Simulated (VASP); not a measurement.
# MgS in VASP: one cell, several levels of theory, part 2 of 3

The system is MgS built on the wurtzite prototype, a generated structure that needn't be the ground state.

VASP 6.6.1, plane waves, PAW. The steps go on from the part before.

### Step 3. LDA

INCAR

```
ENCUT = 520.000000
SIGMA = 0.010000
EDIFF = 1.00e-07
GGA = CA
PREC = Accurate
IBRION = -1
ISIF = 2
ISMEAR = 0
NBANDS = 16
NELM = 120
NSW = 0
LASPH = .TRUE.
LCHARG = .FALSE.
LWAVE = .FALSE.
LREAL = .FALSE.
```

KPOINTS

```
KPOINTS created by Atomic Simulation Environment
0
Gamma
12 12 4
0 0 0
```

KPOINTS_OPT

```
special points
6
Reciprocal
0.0000000000 0.0000000000 0.0000000000 1
0.5000000000 0.0000000000 0.0000000000 1
0.3333333333 0.3333333333 0.0000000000 1
0.0000000000 0.0000000000 0.5000000000 1
0.5000000000 0.0000000000 0.5000000000 1
0.3333333333 0.3333333333 0.5000000000 1
```

POSCAR

```
Mg S
 1.0000000000000000
     4.0286256267095988   -0.0000000000000000   -0.0000000000000000
    -2.0143128133547994    3.4888921350675175    0.0000000000000000
    -0.0000000000000000   -0.0000000000000000    6.4543928108598783
 Mg  S
   2   2
Cartesian
 -0.0000000000000001  2.3259280900450121 -0.0185416518835357
  2.0143128133547994  1.1629640450225061  3.2086547535464041
 -0.0000000000000001  2.3259280900450121  2.4389389559559902
  2.0143128133547994  1.1629640450225061  5.6661353613859298
```

Potentials: the recommended LDA PAW datasets, 16 valence electrons in the neutral cell.

The run is started by

```sh
$ mpirun -np 1 vasp_std
```

Standard output, without the iteration lines:

```text
POSCAR found type information on POSCAR MgS
 POSCAR found :  2 types and       4 ions
 LDA part: xc-table for (Slater(with rela. corr.)+CA(PZ))
 , standard interpolation
 POSCAR, INCAR and KPOINTS ok, starting setup
 FFT: planning ... GRIDC
 FFT: planning ... GRID_SOFT
 FFT: planning ... GRID
 WAVECAR not read
 entering main loop
 Start KPOINTS_OPT (optional k-point list driver)
k-point batch [1-6\6]
```

OSZICAR:

```text
N       E                     dE             d eps       ncg     rms          rms(c)
DAV:   1     0.575572761700E+02    0.57557E+02   -0.59365E+03  1824   0.805E+02
DAV:   2    -0.141487768720E+02   -0.71706E+02   -0.66012E+02  2656   0.136E+02
DAV:   3    -0.198338394042E+02   -0.56851E+01   -0.56631E+01  2432   0.411E+01
DAV:   4    -0.199009001007E+02   -0.67061E-01   -0.67048E-01  2256   0.548E+00
DAV:   5    -0.199021484244E+02   -0.12483E-02   -0.12483E-02  2424   0.759E-01    0.572E+00
DAV:   6    -0.189023527179E+02    0.99980E+00   -0.15028E+00  1960   0.561E+00    0.425E+00
DAV:   7    -0.188043797749E+02    0.97973E-01   -0.30943E-01  2280   0.258E+00    0.303E+00
DAV:   8    -0.187989183825E+02    0.54614E-02   -0.35250E-02  2056   0.106E+00    0.192E+00
DAV:   9    -0.187953223555E+02    0.35960E-02   -0.62360E-03  2280   0.442E-01    0.413E-01
DAV:  10    -0.187953691433E+02   -0.46788E-04   -0.31128E-04  2384   0.855E-02    0.168E-01
DAV:  11    -0.187953756756E+02   -0.65324E-05   -0.77359E-05  2304   0.430E-02    0.520E-02
DAV:  12    -0.187953752990E+02    0.37660E-06   -0.40084E-06  2264   0.104E-02    0.291E-02
DAV:  13    -0.187953753232E+02   -0.24119E-07   -0.78584E-07  2248   0.454E-03
   1 F= -.18795375E+02 E0= -.18795375E+02  d E =-.253221E-36
       N       E                     dE             ncg
DAV:   1     0.214511174315E+04   -0.20788E+04      192
DAV:   2     0.173788510389E+04   -0.40723E+03      280
DAV:   3     0.170852866031E+04   -0.29356E+02      256
DAV:   4     0.170819133290E+04   -0.33733E+00      256
DAV:   5     0.170818523058E+04   -0.61023E-02      240
DAV:   6     0.170818507448E+04   -0.15610E-03      264
DAV:   7     0.170818506998E+04   -0.44965E-05      240
DAV:   8     0.170818506985E+04   -0.13750E-06      256
DAV:   9     0.170818506984E+04   -0.36582E-08      176
```

Parts of OUTCAR:

```text
k-points           NKPTS =     57   k-points in BZ     NKDIM =     57   number of bands    NBANDS=     16

   NELECT =      16.0000    total number of electrons

   dimension x,y,z NGX =    30 NGY =   30 NGZ =   48
   dimension x,y,z NGXF=    60 NGYF=   60 NGZF=   96

  energy-cutoff  :      520.00
  volume of cell :       90.72
      direct lattice vectors                 reciprocal lattice vectors
     4.028625627  0.000000000  0.000000000     0.248223611  0.143311969  0.000000000
    -2.014312813  3.488892135  0.000000000     0.000000000  0.286623937  0.000000000
     0.000000000  0.000000000  6.454392811     0.000000000  0.000000000  0.154933241

 k-points in reciprocal lattice and weights: KPOINTS created by Atomic Simulation Env
   0.00000000  0.00000000  0.00000000       0.002
   0.08333333  0.00000000  0.00000000       0.010
   0.16666667  0.00000000  0.00000000       0.010
   0.25000000  0.00000000  0.00000000       0.010
   0.33333333  0.00000000  0.00000000       0.010
   0.41666667  0.00000000  0.00000000       0.010
   0.50000000  0.00000000  0.00000000       0.005
   0.08333333  0.08333333  0.00000000       0.010
[... 49 more k-points ...]

 E-fermi :   1.0761

 k-point     1 :       0.0000    0.0000    0.0000
  band No.  band energies     occupation
      1     -10.3541      2.00000
      2      -9.6117      2.00000
      3      -2.2939      2.00000
      4       0.4589      2.00000
      5       0.4589      2.00000
      6       0.8785      2.00000
      7       0.8785      2.00000
      8       0.9908      2.00000
      9       4.1822      0.00000
     10       5.4818      0.00000
     11       8.3347      0.00000
     12       8.3347      0.00000
     13       9.0190      0.00000
     14       9.3695      0.00000
     15       9.3695      0.00000
     16       9.8629      0.00000

 k-point     2 :       0.0833    0.0000    0.0000
  band No.  band energies     occupation
      1     -10.3188      2.00000
      2      -9.5936      2.00000
      3      -2.2387      2.00000
      4       0.2257      2.00000
      5       0.3971      2.00000
      6       0.6142      2.00000
      7       0.8632      2.00000
      8       0.9642      2.00000
      9       4.4907      0.00000
     10       5.7433      0.00000
     11       8.0875      0.00000
     12       8.4903      0.00000
     13       9.0321      0.00000
     14       9.1704      0.00000
     15       9.5227      0.00000
     16       9.5763      0.00000

 k-point     3 :       0.1667    0.0000    0.0000
  band No.  band energies     occupation
      1     -10.2177      2.00000
      2      -9.5453      2.00000
      3      -2.0773      2.00000
      4      -0.3352      2.00000
      5       0.0564      2.00000
      6       0.2468      2.00000
      7       0.8104      2.00000
      8       0.8775      2.00000
      9       5.1515      0.00000
     10       6.2494      0.00000
     11       7.7658      0.00000
     12       8.2429      0.00000
     13       8.8599      0.00000
     14       9.0354      0.00000
     15       9.4564      0.00000
     16       9.6062      0.00000

 k-point     4 :       0.2500    0.0000    0.0000
  band No.  band energies     occupation
      1     -10.0664      2.00000
      2      -9.4836      2.00000
      3      -1.8283      2.00000
      4      -0.9722      2.00000
      5      -0.5289      2.00000
      6       0.0690      2.00000
      7       0.7182      2.00000
      8       0.7269      2.00000
      9       5.7577      0.00000
     10       6.3087      0.00000
     11       7.4062      0.00000
     12       8.0658      0.00000
     13       8.8228      0.00000
     14       8.8495      0.00000
     15       9.4835      0.00000
     16      10.0226      0.00000

 k-point     5 :       0.3333    0.0000    0.0000
  band No.  band energies     occupation
      1      -9.8923      2.00000
      2      -9.4333      2.00000
      3      -1.6510      2.00000
      4      -1.3856      2.00000
      5      -1.0130      2.00000
      6      -0.0879      2.00000
      7       0.4811      2.00000
      8       0.6390      2.00000
      9       5.8226      0.00000
     10       6.2467      0.00000
     11       6.8154      0.00000
     12       8.4647      0.00000
     13       8.5872      0.00000
     14       9.2803      0.00000
     15       9.4570      0.00000
     16      11.0060      0.00000

 k-point     6 :       0.4167    0.0000    0.0000
  band No.  band energies     occupation
      1      -9.7373      2.00000
      2      -9.4161      2.00000
      3      -1.9422      2.00000
      4      -1.3837      2.00000
      5      -1.0809      2.00000
      6      -0.1932      2.00000
      7       0.2020      2.00000
      8       0.5742      2.00000
      9       5.6124      0.00000
     10       6.0990      0.00000
     11       6.6193      0.00000
     12       8.4008      0.00000
     13       8.8478      0.00000
     14       9.3960      0.00000
     15       9.8437      0.00000
     16      11.6486      0.00000

 k-point     7 :       0.5000    0.0000    0.0000
  band No.  band energies     occupation
      1      -9.6672      2.00000
      2      -9.4212      2.00000
      3      -2.0661      2.00000
      4      -1.4873      2.00000
      5      -0.9177      2.00000
      6      -0.2301      2.00000
      7       0.0430      2.00000
      8       0.5505      2.00000
      9       5.5286      0.00000
     10       5.9944      0.00000
     11       6.5867      0.00000
     12       8.3361      0.00000
     13       9.0943      0.00000
     14       9.4160      0.00000
     15       9.8803      0.00000
     16      11.8351      0.00000

 k-point     8 :       0.0833    0.0833    0.0000
  band No.  band energies     occupation
      1     -10.2505      2.00000
      2      -9.5604      2.00000
      3      -2.1302      2.00000
      4      -0.1128      2.00000
      5       0.0729      2.00000
      6       0.4070      2.00000
      7       0.7942      2.00000
      8       0.9075      2.00000
      9       4.9724      0.00000
     10       6.1644      0.00000
     11       7.7458      0.00000
     12       8.4737      0.00000
     13       8.9100      0.00000
     14       9.1194      0.00000
     15       9.2541      0.00000
     16       9.4538      0.00000

 k-point     9 :       0.1667    0.0833    0.0000
  band No.  band energies     occupation
      1     -10.1240      2.00000
      2      -9.5052      2.00000
      3      -1.9234      2.00000
      4      -0.6655      2.00000
      5      -0.4201      2.00000
      6       0.1700      2.00000
      7       0.6857      2.00000
      8       0.7854      2.00000
      9       5.6369      0.00000
     10       6.5834      0.00000
     11       7.5535      0.00000
     12       7.7327      0.00000
     13       8.7498      0.00000
     14       8.8617      0.00000
     15       9.5090      0.00000
     16       9.8081      0.00000

 k-point    10 :       0.2500    0.0833    0.0000
  band No.  band energies     occupation
      1      -9.9603      2.00000
      2      -9.4492      2.00000
      3      -1.6585      2.00000
      4      -1.2295      2.00000
      5      -0.8605      2.00000
      6      -0.0773      2.00000
      7       0.5708      2.00000
      8       0.5884      2.00000
      9       6.0975      0.00000
     10       6.4648      0.00000
     11       6.9888      0.00000
     12       8.0711      0.00000
     13       8.5191      0.00000
     14       8.9120      0.00000
     15       9.5957      0.00000
     16      10.4273      0.00000

 k-point    11 :       0.3333    0.0833    0.0000
  band No.  band energies     occupation
      1      -9.7924      2.00000
      2      -9.4170      2.00000
      3      -1.7619      2.00000
      4      -1.3154      2.00000
      5      -1.1361      2.00000
      6      -0.2642      2.00000
      7       0.3226      2.00000
      8       0.4750      2.00000
      9       5.9672      0.00000
     10       6.2919      0.00000
     11       6.7200      0.00000
     12       8.3881      0.00000
     13       8.5483      0.00000
     14       9.4471      0.00000
     15       9.5377      0.00000
     16      11.1100      0.00000

 k-point    12 :       0.4167    0.0833    0.0000
  band No.  band energies     occupation
      1      -9.6710      2.00000
      2      -9.4183      2.00000
      3      -1.9926      2.00000
      4      -1.4371      2.00000
      5      -0.9332      2.00000
      6      -0.3601      2.00000
      7       0.0704      2.00000
      8       0.4197      2.00000
      9       5.8172      0.00000
     10       6.0374      0.00000
     11       6.7276      0.00000
     12       8.3369      0.00000
     13       8.9466      0.00000
     14       9.3778      0.00000
     15       9.9077      0.00000
     16      11.6643      0.00000

[... the tables of k-points 13 to 57 left out ...]

  Total       -1.3543665     -1.3543665     -1.3571690      0.0000000      0.0000000      0.0000000
  in kB      -23.9192154    -23.9192154    -23.9687099      0.0000000      0.0000000      0.0000000
  external PRESSURE =     -23.9357136 kB  Pullay stress =       0.0000000 kB

 POSITION                                       TOTAL-FORCE (eV/Angst)
 -----------------------------------------------------------------------------------
      0.00000      2.32593      6.43585         0.000000      0.000000      0.002254
      2.01431      1.16296      3.20865         0.000000     -0.000000      0.002254
      0.00000      2.32593      2.43894        -0.000000     -0.000000     -0.002254
      2.01431      1.16296      5.66614        -0.000000      0.000000     -0.002254
 -----------------------------------------------------------------------------------
    total drift:                                0.000000      0.000000      0.000370

  FREE ENERGIE OF THE ION-ELECTRON SYSTEM (eV)
  ---------------------------------------------------
  free  energy   TOTEN  =       -18.7953753232 eV

  energy  without entropy=      -18.7953753232  energy(sigma->0) =      -18.79537532
```

It took 27 s on 1 MPI rank of Intel Xeon 6975P-C, shared host; peak memory 0.26 GiB.

The levels at the points of KPOINTS_OPT are read from vasprun.xml.

Near the gap, in eV above the top of the last filled band v; c is the band after it:

| point | v−1 | v | c | c+1 |
| --- | --- | --- | --- | --- |
| Γ | -0.11 | 0.00 | 3.19 | 4.49 |
| M | -0.95 | -0.44 | 4.54 | 5.00 |
| K | -1.36 | -1.36 | 4.63 | 6.85 |
| A | -0.33 | -0.33 | 4.70 | 4.70 |
| L | -0.81 | -0.81 | 4.43 | 4.43 |
| H | -0.52 | -0.52 | 5.59 | 5.59 |

The LDA gap is 3.19 eV, direct at Γ. The pressure is -2.39 GPa; the forces vanish within 0.01 eV/Å.

[end of part 2 of 3]
